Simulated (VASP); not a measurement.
Set up this calculation in VASP 6.6.1, as the native input.

| Item | Value |
| --- | --- |
| Task | single point |
| Functional | PBEsol |
| Potentials or basis | VASP PAW PBE potentials, release 64 (Ti_sv_GW, Al_GW) |
| Cutoff | 550 eV |
| k mesh | 8 × 8 × 8 |
| Occupations | gaussian, width 0.05 eV |
| Spin | no spin polarisation |
| Further INCAR settings | ALGO = Fast; EDIFF = 1e-07 |

The structure of TiAl lies in POSCAR:

```
TiAl
1.0
    3.1790640000      0.0000000000      0.0000000000
    0.0000000000      3.1790640000      0.0000000000
    0.0000000000      0.0000000000      3.1790640000
Ti Al
1 1
Direct
    0.0000000000      0.0000000000      0.0000000000
    0.5000000000      0.5000000000      0.5000000000
```

The cell comes from a database or a generator and needn't be the stable form of this composition.

These files were run (other wordings do the same):

INCAR

```
ALGO = Fast ; EDIFF = 1E-7
ENCUT = 550 ; GGA = PS
ISIF = 2 ; ISMEAR = 0
LASPH = T ; LCHARG = F
LREAL = F ; LWAVE = F
NELM = 100 ; PREC = Accurate
SIGMA = 0.05
```

KPOINTS

```
k-points
0
Gamma
  8 8 8
```

Potentials or basis: VASP PAW PBE potentials, release 64 (Ti_sv_GW, Al_GW).

Run with:

```bash
$ cat potpaw_PBE.64/Ti_sv_GW/POTCAR potpaw_PBE.64/Al_GW/POTCAR > POTCAR
$ mpirun -np 1 vasp_std > vasp.out
```

It gave:

| Item | Value |
| --- | --- |
| Pressure | -3.1 GPa |
| Band gap on the k mesh | none (metal or under the smearing width) |

Caveat: the PAW data sets were made with another functional, which shifts forces and pressure a little.

Wall time 60 s on 1 thread of AMD EPYC 9R45 (Zen 5), with other jobs on the host, peak memory 0.13 GiB.
